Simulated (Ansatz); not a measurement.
## Manganese (hcp) across density functionals

All rows: Ansatz, plane waves with scalar-relativistic PAW, 420 eV (500 eV for the SCAN forms), relaxed under each functional, no dispersion correction, no zero-point motion. B₀ comes from uniform scaling at fixed shape; a dash is a value not given.

```csv
functional,V (Å³/atom),cell,B₀ (GPa),magnetic state,ΔE to alpha-Mn (A12) (meV/atom)
PBE,10.74,"a = 2.484 Å, c = 4.022 Å (c/a = 1.619)",-,"antiferromagnetic, largest moment 0.40 μB in the atomic sphere",73
r²SCAN,14.82,"a = 2.828 Å, c = 4.279 Å (c/a = 1.513)",64,"antiferromagnetic, largest moment 3.71 μB in the atomic sphere",52
PBEsol,10.32,"a = 2.451 Å, c = 3.965 Å (c/a = 1.618)",310,non-magnetic,55
LDA,10.04,"a = 2.431 Å, c = 3.925 Å (c/a = 1.615)",332,non-magnetic,43
revPBE,10.97,"a = 2.499 Å, c = 4.057 Å (c/a = 1.624)",-,"antiferromagnetic, largest moment 0.70 μB in the atomic sphere",84
RPBE,11.07,"a = 2.505 Å, c = 4.073 Å (c/a = 1.626)",-,"antiferromagnetic, largest moment 0.81 μB in the atomic sphere",87
```

LDA gives the smallest volume and r²SCAN the largest.
